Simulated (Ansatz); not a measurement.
**Strain response of PbO2**

Theory: DFT PBE, scalar-relativistic, plane waves, PAW in Ansatz 0.2.0. (420 eV cutoff, 8×8×10 k-mesh, Gaussian smearing of 0.10 eV, no spin polarisation)

The relaxed crystal:

```xyz
6
Lattice="5.0815 0.0000 0.0000 0.0000 5.0815 0.0000 0.0000 0.0000 3.4432" Properties=species:S:1:pos:R:3 pbc="T T T"
Pb    0.0000    0.0000    0.0000
Pb    2.5407    2.5407    1.7216
O     1.5647    1.5647    0.0000
O     0.9761    4.1054    1.7216
O     3.5168    3.5168    0.0000
O     4.1054    0.9761    1.7216
```

Deformation: uniaxial strain along a, with the lengths of b and c and the atoms relaxed and the angles held, all within the symmetry that the strain leaves. Energies are extrapolated to zero smearing. Stress is positive in compression, on the Cartesian axes of the cell above. Gaps are Kohn–Sham gaps over the whole zone.

Spin-orbit coupling is left out, which matters for the bands and energies of heavy elements.

Strains computed: -4.5, -3.0, -1.5, +1.5, +3.0, +4.5 %.

At which strain does the energy stand 0.1 meV/atom over the relaxed crystal with σxx = 0.57, σyy = 0.00, σzz = -0.01 GPa?

-1.5 %.